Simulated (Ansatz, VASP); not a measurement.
# Ge: VASP beside Ansatz

Contents of INCAR:

```
SYSTEM = Ge
PREC = Accurate
ENCUT = 580
EDIFF = 1E-6
ISMEAR = -1
SIGMA = 0.05
LREAL = .False.
LASPH = .True.
NELM = 60
ALGO = Fast
ISIF = 3
LWAVE = .False.
LCHARG = .False.
GGA = PE
IBRION = 2
NSW = 40
EDIFFG = -0.01
```

The input KPOINTS:

```
Automatic mesh
0
Gamma
  8 8 8
  0 0 0
```

Contents of POSCAR:

```
Ge
1.0
    0.0000000000      2.8289100000      2.8289100000
    2.8289100000      0.0000000000      2.8289100000
    2.8289100000      2.8289100000      0.0000000000
Ge
2
Direct
    0.7500000000      0.7500000000      0.7500000000
    0.5000000000      0.5000000000      0.5000000000
```

input.yaml

```yaml
crystal:
  lattice:
    - [0.0, 2.82891, 2.82891]
    - [2.82891, 0.0, 2.82891]
    - [2.82891, 2.82891, 0.0]
  atoms:
    - { symbol: Ge, position: [0.75, 0.75, 0.75] }
    - { symbol: Ge, position: [0.5, 0.5, 0.5] }
hamiltonian:
  xc: pbe
  pseudopotentials: { kind: paw }
kpoints:
  mp_grid: { grid: [8, 8, 8] }
scf:
  occupations: { method: fermi_dirac, width: 0.05 }
output:
  forces: true
  stress: true
  write_density: true
  write_potential: true
  elf: true
  volumetric_format: npy
relax:
  f_tol: 0.01
  max_steps: 40
  cell: { stress_tol: 0.05 }
```

Alike in both runs: task relaxation of cell and atoms; functional PBE; k mesh 8 × 8 × 8; occupations fermi-dirac, width 0.05 eV; no spin polarisation.

```csv
,VASP,Ansatz
version,VASP 6.6.1,Ansatz 0.2.0
potentials or method,"VASP PAW PBE potentials, release 54 (Ge)",Ansatz PAW
plane-wave cutoff (eV),580,420
valence electrons in the cell,8,28
```

Ansatz gave:

- gap on the k mesh at the Fermi level, each at its own relaxed structure (eV): none
- relaxed volume (Å³/atom): 23.91
- relaxed cell length with the largest relative difference (Å): 4.074
- energy change over the relaxation (meV/atom): -14

What did VASP give for the same quantities?

gap on the k mesh at the Fermi level, each at its own relaxed structure (eV): none; relaxed volume (Å³/atom): 24.17; relaxed cell length with the largest relative difference (Å): 4.089; energy change over the relaxation (meV/atom): -20.

A gap of «none» marks a metal or a gap that the smearing closes. The two sets of potentials don't hold the same shells in valence.

Caveats: this crystal is a semiconductor, whose small gap the functional closes, so the metal is an error of the method; the plane-wave basis is chosen anew once the cell has moved, so the energies of steps on either side of that aren't comparable (Ansatz). Zero-point motion and thermal expansion aren't in these numbers.
